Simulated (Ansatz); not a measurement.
# Ag under changes of volume

One of the cells (17.806 Å³/atom); the others are scaled copies at fixed shape and fractional positions:

```
CELL_PARAMETERS angstrom
2.93000 0.00000 0.00000
-1.46500 2.53745 0.00000
0.00000 0.00000 4.79000
ATOMIC_POSITIONS crystal
Ag 0.66667 0.33333 0.75000
Ag 0.33333 0.66667 0.25000
```

This isn't the form of Ag at room conditions, which is fcc.

```yaml
Program: Ansatz 0.2.0
Functional: PBEsol
Potentials_or_basis: Ansatz PAW
Cutoff: "420 eV (not typed: the program's choice for these potentials)"
k_mesh: 10 × 10 × 6
Occupations: fermi-dirac, width 0.05 eV
Spin: no spin polarisation
```

```csv
volume (Å³/atom),energy over the lowest point (meV/atom),pressure (GPa)
16.738,0.00,-0.1
17.094,2.73,-2.4
17.450,10.24,-4.4
17.806,21.92,-6.1
18.162,?,?
18.518,55.57,-8.9
18.875,76.65,-10.0
```

Question: What does the run at 18.162 Å³/atom give?

Answer: Energy over the lowest point 37.19 meV/atom; pressure -7.6 GPa.

Worked out: A Birch-Murnaghan fit of order 3 (a polynomial in V^(-2/3)) to the other rows has its minimum at 16.73 Å³/atom, just outside them, with B0 = V·E''(V) = 117 GPa and B' = 5.7 at fixed shape and positions, which overstates the stiffness. It gives 37.20 meV/atom at 18.162 Å³/atom, against the run's 37.19, and -dE/dV = -7.6 GPa, against -7.6.

Energies are extrapolated to zero smearing.

Caveats: the PAW data sets come from PBE, with cores solved anew for the run's functional, which leaves a small shift of forces and pressure.
